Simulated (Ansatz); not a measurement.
## Ta at several levels of theory

One geometry, relaxed with PBE, and single points on it; plane waves with PAW potentials in Ansatz, scalar-relativistic unless the row names spin-orbit coupling. No spin polarisation. Meshes are on the primitive cell of 1 atom. Gaps are the least over mesh and band path; pressure is positive in compression. Smearing is Gaussian, 0.10 eV.

```
Ta
1.0
     0.00000    2.11151    2.11151
     2.11151    0.00000    2.11151
     2.11151    2.11151    0.00000
Ta
1
Cartesian
  0.0000 0.0000 0.0000
```

| level | cutoff (eV) | k mesh | gap (eV) | pressure (GPa) | rough cost with bands (core-min) |
| --- | --- | --- | --- | --- | --- |
| PBE | 420 | 18×18×18 | 0 | 0.0 | 0.24 |

Task: What do r2SCAN, PBE with spin-orbit coupling, PBEsol give on the same cell?

Result:
```json
{"level": "r2SCAN", "cutoff (eV)": "500", "k mesh": "18×18×18", "gap (eV)": "0", "pressure (GPa)": "-2.1", "rough cost with bands (core-min)": "0.4"}
{"level": "PBE with spin-orbit coupling", "cutoff (eV)": "420", "k mesh": "18×18×18", "gap (eV)": "0", "pressure (GPa)": "-0.2", "rough cost with bands (core-min)": "0.29"}
{"level": "PBEsol", "cutoff (eV)": "420", "k mesh": "18×18×18", "gap (eV)": "0", "pressure (GPa)": "-6.4", "rough cost with bands (core-min)": "0.26"}
```

Spin-orbit coupling is left out except in a row that names it, which matters for the bands of heavy elements.

This fcc form isn't the element's structure at ambient conditions.